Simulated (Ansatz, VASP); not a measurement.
This is a calculation of Sb for VASP 6.6.1.

INCAR

```
PREC     = Accurate       # precision mode
ENCUT    = 520            # plane-wave cutoff, eV
EDIFF    = 1E-6           # SCF threshold, eV
ISMEAR   = -1             # smearing method
SIGMA    = 0.05           # smearing width, eV
LREAL    = False          # projectors in reciprocal space
LASPH    = True           # aspherical terms in the spheres
NELM     = 80             # most SCF steps
ALGO     = Normal         # electronic algorithm
ISIF     = 2              # what is computed and relaxed
LWAVE    = False          # write WAVECAR
LCHARG   = False          # write CHGCAR
GGA      = PS             # functional
NBANDS   = 8              # bands
```

The input KPOINTS:

```
regular mesh
0
Gamma
  8 8 8
```

File POSCAR:

```
Sb
1.0
    3.1830660000     -0.0091570000     -0.0792670000
   -0.0091570000      3.1372080000     -0.0565340000
   -0.0792670000     -0.0565340000      3.1629200000
Sb
1
Direct
    0.0035030000      0.0030650000     -0.0217410000
```

Potentials or basis: VASP PAW PBE potentials, release 64 (Sb).

Launch:

```sh
$ cat potpaw_PBE.64/Sb/POTCAR > POTCAR
$ mpirun -np 1 vasp_std > vasp.out
```

Q: Set up the same calculation for Ansatz 0.2.0. Potentials there: all-electron LAPW, scalar-relativistic.

A: As run (the cutoff follows the program's own potentials):

The input input.yaml:

```yaml
crystal:
  lattice:
    - [3.183066, -0.009157, -0.079267]
    - [-0.009157, 3.137208, -0.056534]
    - [-0.079267, -0.056534, 3.16292]
  atoms:
    - { symbol: Sb, position: [0.003503, 0.003065, -0.021741] }
kpoints:
  mp_grid: { grid: [8, 8, 8] }
scf:
  occupations: { method: fermi_dirac, width: 0.05 }
hamiltonian:
  xc: pbesol
  pseudopotentials: { kind: all_electron, lapw: { basis_error: 0.001 } }
output:
  forces: true
  stress: true
  eigenvalues: true
  populations: true
```

Potentials or basis: all-electron LAPW, scalar-relativistic.

Launch:

```bash
$ ansatz run input.yaml --threads 1 --pin off --max-ram 3072MiB --backend cpu --events-out ev --progress --plain --runs-dir out
```

Both were run:

|  | VASP | Ansatz | Ansatz less VASP |
| --- | --- | --- | --- |
| gap on the k mesh at the Fermi level (eV) | none | none | - |
| pressure (GPa) | -4.7 | -4.7 | -0.02 |
| largest component of the traceless stress (GPa) | 1.00 | 0.99 | -0.008 |

A gap of «none» marks a metal or a gap that the smearing closes. Ansatz ran all-electron here, so the differences hold the error of VASP's frozen core and of both bases.

Caveats: the PAW data sets were made with another functional, which shifts forces and pressure a little (VASP). Spin-orbit coupling is left out, which matters for the levels of Sb.
